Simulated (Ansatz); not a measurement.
## Structure relaxation of Mn

Level of theory: Ansatz 0.2.0, DFT PBE, scalar-relativistic, plane waves, PAW. Cutoff 420 eV, Γ-centred k mesh, Gaussian smearing, no spin polarisation in the final step.

Mn was placed on the graphite structure type (P6_3/mmc, No. 194), at a guessed volume.

```xyz
4
Lattice="2.8767 0.0000 0.0000 -1.4384 2.4913 0.0000 0.0000 0.0000 7.8350" Properties=species:S:1:pos:R:3 pbc="T T T"
Mn    0.0000    0.0000    1.9588
Mn    0.0000    0.0000    5.8763
Mn    0.0000    1.6609    5.8763
Mn    1.4384    0.8304    1.9588
```

Cell and atoms relax at zero pressure; the relaxation can't lower the symmetry of the start. After a coarse first stage the cell is made exact in the group found at 0.06 Å.

Energies count from the standard state of Mn at the same level.

Task: What does it relax into?

Result: It keeps P6_3/mmc (No. 194), but not the shape of the type it started on. Conventional cell: a = 3.711 Å, c = 4.325 Å. Mn on Wyckoff site b (2 atoms of the primitive cell) has 5 Mn at 2.14–2.16 Å; around Mn on Wyckoff site d (2 atoms of the primitive cell) lie 3 Mn at 2.14 Å.

```xyz
4
Lattice="3.7110 0.0000 0.0000 -1.8555 3.2138 0.0000 0.0000 0.0000 4.3252" Properties=species:S:1:pos:R:3 pbc="T T T"
Mn    0.0000    0.0000    1.0813
Mn    0.0000    0.0000    3.2439
Mn    0.0000    2.1426    3.2439
Mn    1.8555    1.0713    1.0813
```

Task: What are its volume, energy, density and gap?

Result: The volume per atom is 12.90 Å³ and the density is 7.07 g/cm³. The energy over the standard structure is 0.90 eV/atom and the gap on the 15×15×12 mesh is 0 eV (a metal).

The final run used a 15×15×12 mesh on its 4-atom cell and 0.10 eV smearing. The k mesh leaves about 4 meV/atom of noise in metals. Symmetry constrained the relaxation, so the result can be a saddle point.

This form isn't the element's structure at ambient conditions.